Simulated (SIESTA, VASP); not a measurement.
This is a calculation of C for SIESTA 5.4.2. 

The input C.fdf:

```
SystemName                      Diamond
SystemLabel                     C
NumberOfSpecies                 1
NumberOfAtoms                   2
%block ChemicalSpeciesLabel
  1   6 C
%endblock ChemicalSpeciesLabel

LatticeConstant                 1.0 Ang
%block LatticeVectors
     0.0000000000     1.7833700000     1.7833700000
     1.7833700000     0.0000000000     1.7833700000
     1.7833700000     1.7833700000     0.0000000000
%endblock LatticeVectors
AtomicCoordinatesFormat         Fractional
%block AtomicCoordinatesAndAtomicSpecies
     0.7500000000     0.7500000000     0.7500000000  1  C
     0.5000000000     0.5000000000     0.5000000000  1  C
%endblock AtomicCoordinatesAndAtomicSpecies

%block kgrid.MonkhorstPack
   13   0   0  0.0
    0  13   0  0.0
    0   0  13  0.0
%endblock kgrid.MonkhorstPack
XC.Functional                   LDA
XC.Authors                      PW92
PAO.BasisSize                   DZP
PAO.EnergyShift                 0.002 Ry
Mesh.Cutoff                     500 Ry
OccupationFunction              FD
ElectronicTemperature           0.05 eV
MaxSCFIterations                120
SCF.MustConverge                false
SCF.Mixer.Method                Pulay
SCF.Mixer.Weight                0.25
SCF.Mixer.History               8
SCF.DM.Tolerance                5.0e-05
SCF.H.Tolerance                 1.0e-03 eV
WriteForces                     true
Charge.Mulliken                 end
MD.TypeOfRun                    CG
MD.Steps                        40
MD.MaxForceTol                  0.04 eV/Ang
MD.MaxDispl                     0.1 Ang
WriteCoorStep                   true
AtomCoorFormatOut               Fractional
MD.VariableCell                 true
MD.MaxStressTol                 0.1 GPa
```

Potentials or basis: PseudoDojo 0.4 standard (LDA files), converted to PSML, DZP (energy shift 0.002 Ry).

The run is started by

```console
$ siesta < C.fdf > C.out 2>&1
```

**Question.** What does the same run look like in VASP 6.6.1? Potentials or basis there: LDA PAW files C, 600 eV.

**Answer.** As run (cutoffs and basis follow the program's own potentials, and thresholds, step limits or extra output files can differ):

The input INCAR:

```
  PREC = Accurate
  ENCUT = 600
  EDIFF = 1E-6
  ISMEAR = -1
  SIGMA = 0.05
  LREAL = False
  LASPH = True
  NELM = 80
  ALGO = Normal
  ISIF = 3
  LWAVE = False
  LCHARG = False
  IBRION = 2
  NSW = 60
  EDIFFG = -0.01
```

KPOINTS

```
regular mesh
0
Gamma
  13 13 13
```

File POSCAR:

```
C
1.0
    0.0000000000      1.7833700000      1.7833700000
    1.7833700000      0.0000000000      1.7833700000
    1.7833700000      1.7833700000      0.0000000000
C
2
Direct
    0.7500000000      0.7500000000      0.7500000000
    0.5000000000      0.5000000000      0.5000000000
```

Potentials or basis: VASP PAW LDA potentials, release 64 (C).

Run with:

```bash
$ cat potpaw_LDA.64/C/POTCAR > POTCAR
$ mpirun -np 1 vasp_std > vasp.out
```

Both were run:

|  | SIESTA | VASP |
| --- | --- | --- |
| Relaxed volume | 5.63 Å³/atom | 5.52 Å³/atom |
| Relaxed cell | a = 2.516 Å, b = 2.516 Å, c = 2.516 Å, α = 60.00°, β = 60.00°, γ = 60.00° | a = 2.499 Å, b = 2.499 Å, c = 2.499 Å, α = 60.00°, β = 60.00°, γ = 60.00° |
| Space group after relaxing | Fd-3m (No. 227) | Fd-3m (No. 227) |
| Pressure after relaxing | -0.1 GPa | -0.1 GPa |

The two programs' LDA may be different fits to the electron gas.

Pressure is positive in compression.
